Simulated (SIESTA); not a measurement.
Crystal: Ga.

```
Ga
1.0
     1.38300   -4.02650    0.00000
     1.38300    4.02650    0.00000
    -0.11745    0.00000    3.32993
Ga
2
Direct
  0.13100 0.86900 0.75000
  0.86900 0.13100 0.25000
```

This isn't the form of Ga at room conditions, which is orthorhombic.

Base run:

```yaml
Program: SIESTA 5.4.2
Functional: PBEsol
Potentials_or_basis: PseudoDojo 0.4 standard (PBEsol files)
Basis: TZDP (energy shift 0.003 Ry; two zetas on semicore shells)
Grid_cutoff: 800 Ry
Energy_shift: 0.003 Ry
k_mesh: 10 × 10 × 8
Occupations: fermi-dirac, width 0.05 eV
Spin: no spin polarisation
```

Its results: band gap on the k mesh none (metal or under the smearing width); pressure -1.7 GPa; largest force 0.131 eV/Å.

Q: The run is repeated on the same cell with these changes: basis from TZDP (energy shift 0.003 Ry; two zetas on semicore shells) to SZ (energy shift 0.003 Ry). What comes out?

A: Band gap on the k mesh none (metal or under the smearing width); pressure 4.2 GPa; largest force 0.003 eV/Å.

Caveats: the basis of atomic orbitals isn't converged, which shifts pressures, moduli and gaps; the basis has no polarisation orbitals (some runs).
